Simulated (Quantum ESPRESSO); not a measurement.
Sb under changes of volume

One of the cells (26.654 Å³/atom); the others are scaled copies at fixed shape and fractional positions:

```
Sb
1.0
     3.35453    0.00000    0.00000
    -1.67727    2.90511    0.00000
     0.00000    0.00000    5.47016
Sb
2
Direct
  0.66667 0.33333 0.75000
  0.33333 0.66667 0.25000
```

This isn't the form of Sb at room conditions, which is rhombohedral.

| Item | Value |
| --- | --- |
| Program | Quantum ESPRESSO 7.5 |
| Functional | LDA |
| Potentials or basis | GBRV 1.5 LDA |
| Cutoff | 612 eV |
| Density cutoff | 4898 eV |
| k mesh | 9 × 9 × 5 |
| Occupations | fermi-dirac, width 0.05 eV |
| Spin | no spin polarisation |

```tsv
volume (Å³/atom)	energy over the lowest point (meV/atom)	pressure (GPa)
25.055	2.29	1.3
25.588	0.00	-0.3
26.121	2.34	-1.6
26.654	8.83	-2.8
27.187	19.20	-3.9
27.720	?	?
28.253	50.26	-5.9
```

What does the run at 27.720 Å³/atom give?

Energy over the lowest point 33.14 meV/atom; pressure -4.9 GPa.

Worked out: A Birch-Murnaghan fit of order 3 (a polynomial in V^(-2/3)) to the other rows has its minimum at 25.58 Å³/atom with B0 = V·E''(V) = 66 GPa and B' = 3.1 at fixed shape and positions, which overstates the stiffness. It gives 33.11 meV/atom at 27.720 Å³/atom, against the run's 33.14, and -dE/dV = -4.7 GPa, against -4.9.

Energies are extrapolated to zero smearing.
